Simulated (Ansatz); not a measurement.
# Bi: one contact scaled

The task here is to estimate one member of a computed series from the others.

The COD entry's cell or inner coordinates are ideal or old and differ from later refinements, so a difference from it is no clean test against experiment.

Method: DFT PBE, with the methods named in each step, in Ansatz 0.2.0.

3 further runs of the same task are left out: 3 that didn't finish. Runs told in other sessions of the task aren't counted.

## Starting point

It takes space group R-3m (No. 166, trigonal). Conventional cell: a = 4.535 Å, b = 4.535 Å, c = 11.814 Å, α = 90.00°, β = 90.00°, γ = 120.00°. Bi (site symmetry 3m) is surrounded by 6 Bi at 3.06 to 3.52 Å.

Structure file:

```
Bi
1.0
     2.26750    1.30914    3.93800
    -2.26750    1.30914    3.93800
     0.00000   -2.61828    3.93800
Bi
2
Direct
  0.23400 0.23400 0.23400
  0.76600 0.76600 0.76600
```

Atoms are numbered in the order of the input: Bi1, Bi2.

The first run:

The input, input.yaml:

```yaml
crystal:
  lattice:
    - [2.2675, 1.3091417354, 3.938]
    - [-2.2675, 1.3091417354, 3.938]
    - [0.0, -2.6182834708, 3.938]
  atoms:
    - { symbol: Bi, position: [0.234, 0.234, 0.234] }
    - { symbol: Bi, position: [0.766, 0.766, 0.766] }
kpoints:
  mp_grid: { grid: [8, 8, 8] }
scf:
  occupations: { method: fermi_dirac, width: 0.05 }
hamiltonian:
  xc: pbe
  pseudopotentials: { kind: paw }
output:
  forces: true
  stress: true
  eigenvalues: true
  populations: true
```

Launch:

```bash
ansatz run input.yaml --threads 1 --pin off --max-ram 2048MiB --backend cpu --events-out ev --progress --plain --runs-dir out
```

Steps of the session up to this table: Shortest bond scaled by 1, PAW; Shortest bond scaled by 1.1, PAW; Shortest bond scaled by 0.88, PAW; Shortest bond scaled by 0.64, PAW; Shortest bond scaled by 0.58, PAW; Shortest bond scaled by 0.58, PAW (level accurate).

One table of the session follows, with a row left open; its other results are not shown here.

```
              method  length (Å)  F from the given length (eV/cell)  force along the bond (eV/Å)  pressure (GPa)  largest force (eV/Å)
                 PAW       1.777                             21.605                       77.595          108.29                77.596
                 PAW       1.961                             11.114                       40.511           63.14                40.514
                 PAW       2.696                              0.424                        2.757            6.60                 2.809
                 PAW       3.064                                  ?                            ?               ?                     ?
                 PAW       3.370                              0.030                       -0.110            1.62                 0.179
PAW (level accurate)       1.777                                  –                       78.417          109.36                78.417
```

Estimate the missing values for PAW, 3.064.

As computed: F from the given length (eV/cell): 0.000; force along the bond (eV/Å): 0.094; pressure (GPa): 2.17; largest force (eV/Å): 0.181.
